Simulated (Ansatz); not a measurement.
# Honeycomb AsN monolayer in a perpendicular field

Aim: how the honeycomb AsN monolayer screens a field along its normal, and what the field does to its bands. A positive field points along +c.

Calculated with Ansatz 0.2.0; plane-wave DFT, PBE-D3(BJ), Ansatz PAW (set soft_1); PAW set soft_1.

## (1) The structure

The cell holds 2 atoms: 1 N and 1 As. Cell: a = 2.980 Å, b = 2.980 Å, c = 32.970 Å, α = 90.0°, β = 90.0°, γ = 120.0°. Vacuum lies along c.

Structure file:

```cif
data_structure
_symmetry_space_group_name_H-M 'P 1'
_symmetry_Int_Tables_number 1
_cell_length_a 2.9800
_cell_length_b 2.9800
_cell_length_c 32.9700
_cell_angle_alpha 90.000
_cell_angle_beta 90.000
_cell_angle_gamma 120.000
_cell_volume 253.56
loop_
_atom_site_label
_atom_site_type_symbol
_atom_site_fract_x
_atom_site_fract_y
_atom_site_fract_z
_atom_site_occupancy
N1 N 0.66667 0.33333 0.48529 1
As2 As 0.33333 0.66667 0.51471 1
```

## (2) Relaxation

The starting cell is a guess, so the in-plane lattice and the atoms are relaxed first, with the slab cut off from its images along the normal.

input.yaml reads:

```yaml
crystal:
  lattice:
    - [2.98, 0.0, 0.0]
    - [-1.49, 2.5807557033, 0.0]
    - [0.0, 0.0, 32.9699999985]
  atoms:
    - { symbol: "N", position: [0.6666666667, 0.3333333333, 0.4852896573] }
    - { symbol: As, position: [0.3333333333, 0.6666666667, 0.5147103427] }
  periodic: [true, true, false]
kpoints:
  mp_grid: { grid: [12, 12, 1] }
hamiltonian:
  xc: pbe
  dispersion: d3bj
  pseudopotentials: { kind: paw, azcp: { folder: soft_1 } }
scf:
  occupations: { method: fermi_dirac, width: 0.05 }
  convergence: { dr2_threshold: 1.0e-09 }
relax:
  f_tol: 0.004
  max_steps: 90
  cell: {}
output:
  write_potential: true
  write_density: true
  volumetric_format: npy
```

Launch:

```sh
ansatz run input.yaml --threads 2 --pin off --max-ram 3072MiB --backend cpu --events-out ev --progress --plain --runs-dir out
```

Numbers of over 12 decimals in the logs are rounded to 6 here.

Output:

```text
Warning: relax.cell: scf.convergence.dr2_threshold = 1e-9 eV is looser than the 1.66194535762e-10 eV advised for a relaxation that steers and ends on the stress (1e-10 eV for each atom of the cell: 2, times the square of relax.cell.stress_2d_tol = 0.05 N/m over 11.0 Å (the atoms' height at the walk's start and 5 Å past either face), 4.558e-2 GPa, over a crystal's default 0.05). What an SCF threshold leaves in a stress goes as its square root, and in the free energy as the threshold itself, and one threshold admits the most on a small cell: [figures from the program's tests cut] Set scf.convergence.dr2_threshold to 1.66194535762e-10 eV or tighter. [rest of the remark cut]
Engine: ansatz 0.2.0, aarch64-unknown-linux-gnu
Pseudopotentials: kind: paw
Pseudopotential: N, paw, valence charge 5, recommended cutoff 420 eV (normal), soft_1/N.paw.azcp
Pseudopotential: As, paw, valence charge 15, recommended cutoff 420 eV (normal), soft_1/As.paw.azcp
Functional definition: PBE
  parameter kappa = 0.804
  parameter beta = 0.066725
  exchange = pbe_x(kappa = kappa, mu = beta*pi^2/3)
  correlation = pbe_c(beta = beta)
Crystal: 2 atoms, lattice volume = 253.561 Å³
Basis set: ecut = 420 eV, 4827 PW (Γ), exchange–correlation on 40×40×450 points (8 copies of the dense FFT grid, shifted against one another)
Bands: 14, of which v1, the nominal top of the filled ones, is band 10 counted from 1 (9 counted from 0)
Symmetry: 6 space group operations
Space group: P3m1 (ITA 156), of the structure as read, at distance tolerance 6.3e-5 Å
k-points: 19 of 144 (time reversal used)
Non-local potential: N, projectors of the file, l = 0: 2, l = 1: 2, l = 2: 1
Non-local potential: As, projectors of the file, l = 0: 2, l = 1: 2, l = 2: 3, l = 3: 1
PAW form: soft (Blöchl's): semilocal exchange-correlation on the pseudo side does not see the compensation charge
PAW one-centre angular grid: N, 110 points (default); XC on 64 Gauss nodes
PAW one-centre angular grid: As, 590 points (default); XC on 64 Gauss nodes
Initial density: superposition of atomic densities (neutral atoms: chi_scale 0, normalization atom)
Initial wavefunctions: pseudopotential atomic-orbital guess
Functional: x = pbe(κ = 0.804, μ = 0.219515), c = pbe(β = 0.066725)
SCF iter   1: F=—  HF=-5240.756950 eV  |F-HF|=—  |Δ(HF+E_count)|=         —  Δρ=4.54e-2  dr2=9.00e0  ethr=3.10e-3  ⟨swp⟩=11.1  Hψ=2147  notcnv=0
preconditioner: auto → Resta (q_TF=auto, 1.787 Å⁻¹)  ε∞=1.3  [insulator: Δε(μ)=2.977 eV  Ē_g=13.243 eV  σ=0.050 eV  W_gap=1.00  n_scr=18 (ndim 8)  ℏωp=7.4 eV  f_vac=0.841  D(μ)=0.00/eV (n_scr^D=0)  ε∞_Penn≈1.3  vacuum switching on, ρ_ref=1.3e-2 e/Å³]
SCF iter   2: F=—  HF=-5242.897103 eV  |F-HF|=—  |Δ(HF+E_count)|=    2.14e0  Δρ=6.34e-2  dr2=3.38e1  ethr=3.10e-3  ⟨swp⟩=7.8  Hψ=1158  notcnv=0  defer=1  recentre
SCF iter   3: F=—  HF=-5239.348238 eV  |F-HF|=—  |Δ(HF+E_count)|=    3.55e0  Δρ=1.69e-2  dr2=1.27e0  ethr=3.10e-3  ⟨swp⟩=5.9  Hψ=1060  notcnv=0
SCF iter   4: F=—  HF=-5239.153913 eV  |F-HF|=—  |Δ(HF+E_count)|=   1.94e-1  Δρ=6.21e-3  dr2=4.16e-2  ethr=3.10e-3  ⟨swp⟩=3.3  Hψ=536  notcnv=0
SCF iter   5: F=—  HF=-5239.149309 eV  |F-HF|=—  |Δ(HF+E_count)|=   4.60e-3  Δρ=6.91e-4  dr2=9.80e-4  ethr=2.08e-4  ⟨swp⟩=4.7  Hψ=700  notcnv=0
SCF iter   6: F=—  HF=-5239.149390 eV  |F-HF|=—  |Δ(HF+E_count)|=   8.12e-5  Δρ=2.88e-4  dr2=2.06e-4  ethr=4.90e-6  ⟨swp⟩=3.6  Hψ=580  notcnv=0
SCF iter   7: F=—  HF=-5239.149371 eV  |F-HF|=—  |Δ(HF+E_count)|=   1.92e-5  Δρ=3.81e-5  dr2=4.97e-6  ethr=1.03e-6  ⟨swp⟩=3.1  Hψ=423  notcnv=0
SCF iter   8: F=—  HF=-5239.149366 eV  |F-HF|=—  |Δ(HF+E_count)|=   4.97e-6  Δρ=9.76e-6  dr2=1.57e-7  ethr=2.48e-8  ⟨swp⟩=3.4  Hψ=479  notcnv=0
SCF iter   9: F=—  HF=-5239.149358 eV  |F-HF|=—  |Δ(HF+E_count)|=   7.60e-6  Δρ=2.82e-6  dr2=3.71e-8  ethr=7.85e-10  ⟨swp⟩=3.6  Hψ=534  notcnv=0
SCF iter  10: F=-5239.149358 eV  HF=-5239.149358 eV  |F-HF|=3.73e-11  |Δ(HF+E_count)|=   2.86e-9  Δρ=4.30e-7  dr2=2.91e-10  ethr=5.00e-12  ⟨swp⟩=10.5  Hψ=2177  notcnv=0
SCF 1 converged in 10 iterations: F = -5239.149358 eV  dr2 = 2.91e-10
  greatest PAW one-centre occupation: 0.999 electrons in one spin orbital (limit 2), on the As atom at site 1 (counted from 0), in its partial waves of l = 2
relax step   1: F+E_penalty+E_count = -5239.14935847 eV  Δ(F+E_penalty+E_count) = +0.000e0 eV  max|allowed force component| = 3.776e-1 eV/Å  Δτ_max = 0.0000 Å  P = -1.517 N/m  Ω = 253.561 Å³  fix = [c, alpha, beta]  reactions: c -0.000 N/m  (10 SCF iters, accepted)
Crystal: 2 atoms, lattice volume = 251.416 Å³
Basis set: ecut = 420 eV, 4803 PW (Γ), exchange–correlation on 40×40×450 points (8 copies of the dense FFT grid, shifted against one another)
Initial density: handed on by an earlier stage of this run
Initial wavefunctions: those handed on with the density
iter 1 solved again at ethr=1.31e-5 eV; its pass at ethr=3.10e-3 eV (dr2=2.62e-3 eV) is discarded
SCF iter   1: F=—  HF=-5239.157607 eV  |F-HF|=—  |Δ(HF+E_count)|=         —  Δρ=9.93e-4  dr2=2.52e-3  ethr=1.31e-5  ⟨swp⟩=2.7  Hψ=2028  notcnv=0
preconditioner: auto → Resta (q_TF=auto, 1.789 Å⁻¹)  ε∞=1.4  [insulator: Δε(μ)=2.031 eV  Ē_g=12.367 eV  σ=0.050 eV  W_gap=1.00  n_scr=18 (ndim 8)  ℏωp=7.4 eV  f_vac=0.847  D(μ)=0.00/eV (n_scr^D=0)  ε∞_Penn≈1.4  vacuum switching on, ρ_ref=1.1e-2 e/Å³]
SCF iter   2: F=—  HF=-5239.157582 eV  |F-HF|=—  |Δ(HF+E_count)|=   2.57e-5  Δρ=7.88e-4  dr2=4.16e-3  ethr=1.26e-5  ⟨swp⟩=2.6  Hψ=453  notcnv=0
SCF iter   3: F=—  HF=-5239.157030 eV  |F-HF|=—  |Δ(HF+E_count)|=   5.52e-4  Δρ=2.49e-4  dr2=2.21e-4  ethr=1.26e-5  ⟨swp⟩=2.3  Hψ=364  notcnv=0
SCF iter   4: F=—  HF=-5239.157007 eV  |F-HF|=—  |Δ(HF+E_count)|=   2.29e-5  Δρ=8.26e-5  dr2=1.13e-5  ethr=1.10e-6  ⟨swp⟩=2.7  Hψ=384  notcnv=0
SCF iter   5: F=—  HF=-5239.157005 eV  |F-HF|=—  |Δ(HF+E_count)|=   1.73e-6  Δρ=1.59e-5  dr2=3.44e-7  ethr=5.65e-8  ⟨swp⟩=3.3  Hψ=468  notcnv=0
SCF iter   6: F=—  HF=-5239.156997 eV  |F-HF|=—  |Δ(HF+E_count)|=   8.06e-6  Δρ=5.21e-6  dr2=3.16e-8  ethr=1.72e-9  ⟨swp⟩=2.7  Hψ=509  notcnv=0
SCF iter   7: F=—  HF=-5239.156997 eV  |F-HF|=—  |Δ(HF+E_count)|=  3.64e-10  Δρ=9.57e-7  dr2=1.51e-9  ethr=1.58e-10  ⟨swp⟩=2.9  Hψ=453  notcnv=0
SCF iter   8: F=-5239.156997 eV  HF=-5239.156997 eV  |F-HF|=1.18e-11  |Δ(HF+E_count)|=  2.76e-10  Δρ=1.15e-7  dr2=1.72e-11  ethr=5.00e-12  ⟨swp⟩=11.3  Hψ=1781  notcnv=0
SCF 2 converged in 8 iterations: F = -5239.156997 eV  dr2 = 1.72e-11
relax step   2: F+E_penalty+E_count = -5239.15699695 eV  Δ(F+E_penalty+E_count) = -7.638e-3 eV  max|allowed force component| = 1.893e-1 eV/Å  Δτ_max = 0.0044 Å  P = -0.847 N/m  Ω = 251.416 Å³  energy of the carried Pulay correction = +3.050e-4 eV  fix = [c, alpha, beta]  reactions: c -0.000 N/m  (8 SCF iters, accepted)
Crystal: 2 atoms, lattice volume = 248.458 Å³
Basis set: ecut = 420 eV, 4791 PW (Γ), exchange–correlation on 40×40×450 points (8 copies of the dense FFT grid, shifted against one another)
iter 1 solved again at ethr=1.73e-5 eV; its pass at ethr=3.10e-3 eV (dr2=3.47e-3 eV) is discarded
SCF iter   1: F=—  HF=-5239.161034 eV  |F-HF|=—  |Δ(HF+E_count)|=         —  Δρ=1.11e-3  dr2=3.35e-3  ethr=1.73e-5  ⟨swp⟩=2.9  Hψ=2038  notcnv=0
preconditioner: auto → Resta (q_TF=auto, 1.793 Å⁻¹)  ε∞=1.4  [insulator: Δε(μ)=2.045 eV  Ē_g=12.509 eV  σ=0.050 eV  W_gap=1.00  n_scr=18 (ndim 8)  ℏωp=7.4 eV  f_vac=0.847  D(μ)=0.00/eV (n_scr^D=0)  ε∞_Penn≈1.4  vacuum switching on, ρ_ref=1.1e-2 e/Å³]
SCF iter   2: F=—  HF=-5239.161156 eV  |F-HF|=—  |Δ(HF+E_count)|=   1.22e-4  Δρ=9.58e-4  dr2=6.09e-3  ethr=1.67e-5  ⟨swp⟩=2.8  Hψ=462  notcnv=0
SCF iter   3: F=—  HF=-5239.160306 eV  |F-HF|=—  |Δ(HF+E_count)|=   8.50e-4  Δρ=2.23e-4  dr2=1.42e-4  ethr=1.67e-5  ⟨swp⟩=2.6  Hψ=411  notcnv=0
SCF iter   4: F=—  HF=-5239.160299 eV  |F-HF|=—  |Δ(HF+E_count)|=   7.61e-6  Δρ=8.05e-5  dr2=9.52e-6  ethr=7.10e-7  ⟨swp⟩=3.2  Hψ=433  notcnv=0
SCF iter   5: F=—  HF=-5239.160301 eV  |F-HF|=—  |Δ(HF+E_count)|=   2.57e-6  Δρ=1.98e-5  dr2=6.75e-7  ethr=4.76e-8  ⟨swp⟩=3.3  Hψ=467  notcnv=0
SCF iter   6: F=—  HF=-5239.160293 eV  |F-HF|=—  |Δ(HF+E_count)|=   8.21e-6  Δρ=6.37e-6  dr2=5.31e-8  ethr=3.37e-9  ⟨swp⟩=3.1  Hψ=507  notcnv=0
SCF iter   7: F=—  HF=-5239.160293 eV  |F-HF|=—  |Δ(HF+E_count)|=   5.44e-9  Δρ=1.11e-6  dr2=1.84e-9  ethr=2.65e-10  ⟨swp⟩=2.7  Hψ=442  notcnv=0
SCF iter   8: F=-5239.160293 eV  HF=-5239.160293 eV  |F-HF|=9.73e-11  |Δ(HF+E_count)|=  1.16e-10  Δρ=1.81e-7  dr2=3.85e-11  ethr=5.00e-12  ⟨swp⟩=11.5  Hψ=1812  notcnv=0
SCF 3 converged in 8 iterations: F = -5239.160293 eV  dr2 = 3.85e-11
relax step   3: F+E_penalty+E_count = -5239.16029295 eV  Δ(F+E_penalty+E_count) = -3.296e-3 eV  max|allowed force component| = 2.114e-3 eV/Å  Δτ_max = 0.0035 Å  P = +0.075 N/m  Ω = 248.458 Å³  energy of the carried Pulay correction = +7.299e-4 eV  fix = [c, alpha, beta]  reactions: c +0.000 N/m  (8 SCF iters, accepted)
[...]
relax step   4: F+E_penalty+E_count = -5239.16026496 eV  Δ(F+E_penalty+E_count) = +2.799e-5 eV  max|allowed force component| = 4.561e-3 eV/Å  Δτ_max = 0.0005 Å  P = -0.008 N/m  Ω = 248.789 Å³  energy of the carried Pulay correction = +6.821e-4 eV  fix = [c, alpha, beta]  reactions: c -0.000 N/m  (5 SCF iters, accepted)
[...]
relax step   5: F+E_penalty+E_count = -5239.16027212 eV  Δ(F+E_penalty+E_count) = -7.157e-6 eV  max|allowed force component| = 2.230e-5 eV/Å  Δτ_max = 0.0002 Å  P = -0.001 N/m  Ω = 248.747 Å³  energy of the carried Pulay correction = +6.881e-4 eV  fix = [c, alpha, beta]  reactions: c -0.000 N/m  (5 SCF iters, accepted)
Initial wavefunctions: pseudopotential atomic-orbital guess (no wavefunctions were taken with the density)
iter 1 solved again at ethr=6.46e-7 eV; its pass at ethr=3.10e-3 eV (dr2=1.29e-4 eV) is discarded
SCF iter   1: F=—  HF=-5239.159669 eV  |F-HF|=—  |Δ(HF+E_count)|=         —  Δρ=2.25e-5  dr2=1.92e-7  ethr=6.46e-7  ⟨swp⟩=5.8  Hψ=3394  notcnv=0
eigensolver tolerance schedule: the retry pair's looser diagonalisation over-reported the residual by 670.29 of it (diagonalisation noise at 0.16 of the residual, at the tolerance the schedule requests for it); recorded, not acted on — ethr = c·dr2/N_el stays at c = 1.0e-1
preconditioner: auto → Resta (q_TF=auto, 1.792 Å⁻¹)  ε∞=1.4  [insulator: Δε(μ)=2.030 eV  Ē_g=12.494 eV  σ=0.050 eV  W_gap=1.00  n_scr=18 (ndim 8)  ℏωp=7.4 eV  f_vac=0.847  D(μ)=0.00/eV (n_scr^D=0)  ε∞_Penn≈1.4  vacuum switching on, ρ_ref=1.1e-2 e/Å³]
SCF iter   2: F=—  HF=-5239.159658 eV  |F-HF|=—  |Δ(HF+E_count)|=   1.04e-5  Δρ=1.19e-5  dr2=1.83e-7  ethr=9.62e-10  ⟨swp⟩=3.4  Hψ=566  notcnv=0
SCF iter   3: F=—  HF=-5239.159658 eV  |F-HF|=—  |Δ(HF+E_count)|=   1.44e-7  Δρ=9.30e-6  dr2=4.08e-7  ethr=9.14e-10  ⟨swp⟩=2.8  Hψ=387  notcnv=0
SCF iter   4: F=—  HF=-5239.159658 eV  |F-HF|=—  |Δ(HF+E_count)|=   2.78e-8  Δρ=1.62e-6  dr2=1.54e-9  ethr=9.14e-10  ⟨swp⟩=2.7  Hψ=348  notcnv=0
SCF iter   5: F=-5239.159658 eV  HF=-5239.159658 eV  |F-HF|=5.28e-11  |Δ(HF+E_count)|=   3.15e-9  Δρ=3.42e-7  dr2=9.00e-11  ethr=5.00e-12  ⟨swp⟩=16.1  Hψ=2320  notcnv=0
SCF 6 converged in 5 iterations: F = -5239.159658 eV  dr2 = 9.00e-11
relax step   6: F+E_penalty+E_count = -5239.15965838 eV  Δ(F+E_penalty+E_count) = +6.137e-4 eV  max|allowed force component| = 7.637e-5 eV/Å  Δτ_max = 0.0000 Å  P = -0.019 N/m  Ω = 248.747 Å³  fix = [c, alpha, beta]  reactions: c -0.000 N/m  stress off target by 1.90e-2 N/m on what of the cell is left free  SCF on the basis re-selected at this cell (its energy is not comparable with the rows above)  (5 SCF iters)
basis re-selected at this cell: Δ(F+E_penalty+E_count) = +6.137e-4 eV, ΔP = -0.018 N/m vs the last step (what re-selecting the basis moved, of the pressure what is left beyond the Pulay correction that the steps carried, after the strain that the cell walked since its last selection, with what the two solves' SCF thresholds leave and, on support functions, any second-order correction that the steps lacked; it is no m [...]
WARN: The output density's exchange-correlation potential varies sharply where the density is thin. Do not read a vacuum level from v_tot or v_xc, or from such a field of the output density. On a cell that repeats whose density bears no net charge and no dipole along the vacuum's axis use v_es (v_loc + v_h of the components); under efield.dipole_correction with no amplitude use v_es + v_field, which holds any externa [...]
SCF converged after 5 iterations
Free energy (F): -5239.159658 eV
Harris-Foulkes:  -5239.159658 eV  (|F-HF|=5.28e-11)
Internal energy: -5239.159658 eV  (E = F + TS)
E sigma→0 (E₀):  -5239.159658 eV
Fermi energy:    -5.621846 eV
--- Per-component energies (eV) ---
  E_band       = -554.860904
  E_kinetic    = 222.223669
  E_local      = -38033.656740  (includes V_loc(G=0)·N_el)
  E_nonlocal   = -355.953201
  E_hartree    = 18946.676129
  E_xc         = -128.749933
  E_vxc        = -147.558941  (∫ρ·V_xc dr)
  E_paw        = -2141.654222  (= ΣΔE_a)
  E_vpaw       = -133.268555  (= ΣTr[D̂ρ^β])
  E_aug_tail   = 0.000821  (compensation charges beyond the density's cutoff)
  E_ewald      = 16252.248834
  E_disp       = -0.295016  (pairwise vdW)
  E_smearing   = -0.000000  (= −TS)
  E_closure    = 0.000000  (closes the sum)
  Σ components = -5239.159658   (vs F -5239.159658, Δ=0.00e0)
--- Forces (eV/Å), atoms counted from 1 ---
  atom   1  N      0.00000000    -0.00000000     0.00007522
  atom   2  As     0.00000000    -0.00000000    -0.00007752
  max |Σ_I F_I| component: 2.30e-6 eV/Å
--- 2D stress c σ (N/m, compression-positive) ---
       -0.019027      -0.000000      -0.000000
       -0.000000      -0.019027      -0.000000
       -0.000000      -0.000000      -0.000000
  P = ½ c Tr σ = -0.0190 N/m
--- Band table (eV; the first three rows and the last of 19) ---
  k-point 0: bands = [... 6 lower, -14.3514, -8.1431, -8.1431, -7.0737, -3.9355, -1.2334 (-1.2348°), -0.6045, -0.1159]
  k-point 1: bands = [... 6 lower, -14.2866, -8.8929, -8.3056, -6.9623, -3.4199, -1.0713 (-1.0726°), -0.6342, -0.4348]
  k-point 2: bands = [... 6 lower, -14.1756, -10.2750, -8.7112, -6.7966, -2.8389, -1.4641 (-1.4641°), -0.4680, 0.0553]
  k-point 18: bands = [... 6 lower, -16.9066, -13.2114, -9.0250, -7.9511, -3.9196, -1.3531, 1.1628, 4.8403]
  ° read free of the cell's end (the report's vacuum.weakly_bound_levels)
--- Relaxed structure (5 steps of the walk, 5 accepted, 1 SCFs on fresh bases) ---
  F+E_penalty+E_count = -5239.15965838 eV   max|allowed force component| = 7.637e-5 eV/Å   (the final SCF, on the basis selected at the relaxed cell)
  cell:  # Å, volume = 248.7472 Å³
    - [2.951578, 0.0, 0]
    - [-1.475789, 2.556142, 0]
    - [0, 0, 32.9699999985]
  atoms:
    - { symbol: N, position: [0.666667, 0.333333, 0.485539] }
    - { symbol: As, position: [0.333333, 0.666667, 0.514461] }
```

Elapsed: 16 s, on 2 threads of Arm Neoverse V2, shared host; peak memory 0.45 GiB; 30 s of CPU time.

Step by step:

```csv
step,energy less that of the first step (eV),largest force component (eV/Å),volume (Å³)
1,0.0000,0.3776,253.56
2,-0.0076,0.1893,251.42
3,-0.0109,0.0021,248.46
4,-0.0109,0.0046,248.79
5,-0.0109,0.0000,248.75
6*,-0.0103,0.0001,248.75
```

Relaxation steps marked * repeat the geometry before them on a plane-wave basis chosen anew for their cell, so energy and pressure can jump there.

Forces are held to the 6 operations that the run works with; a distortion that breaks them can't arise in this run.

| cell as run | before | after | change |
| --- | --- | --- | --- |
| a (Å) | 2.980 | 2.952 | -1.0 % |
| b (Å) | 2.980 | 2.952 | -1.0 % |

Final coordinates:

```cif
data_structure
_symmetry_space_group_name_H-M 'P 1'
_symmetry_Int_Tables_number 1
_cell_length_a 2.9516
_cell_length_b 2.9516
_cell_length_c 32.9700
_cell_angle_alpha 90.000
_cell_angle_beta 90.000
_cell_angle_gamma 120.000
_cell_volume 248.75
loop_
_atom_site_label
_atom_site_type_symbol
_atom_site_fract_x
_atom_site_fract_y
_atom_site_fract_z
_atom_site_occupancy
N1 N 0.66667 0.33333 0.48554 1
As2 As 0.33333 0.66667 0.51446 1
```

Numbers from this step:

```yaml
gap_on_the_k_mesh: 2.030 eV
```

The lattice constant a goes from 2.980 to 2.952 Å.

[end of part 1 of 2]

[Logs are printed without paths, hosts, clocks, repeated set-up lines and the standing remarks that a program may print on its own settings, such as how far it seeks lower states.]

[Hosts, paths, dates, database ids (printed as entryN), source tags and the programs' standing remarks are cut or masked in the printed files.]

[Maps of the electrostatic potential energy from Ansatz leave out the sawtooth potential of an applied field or a dipole correction, so their vacuum need not be flat; planar profiles and work functions include it.]
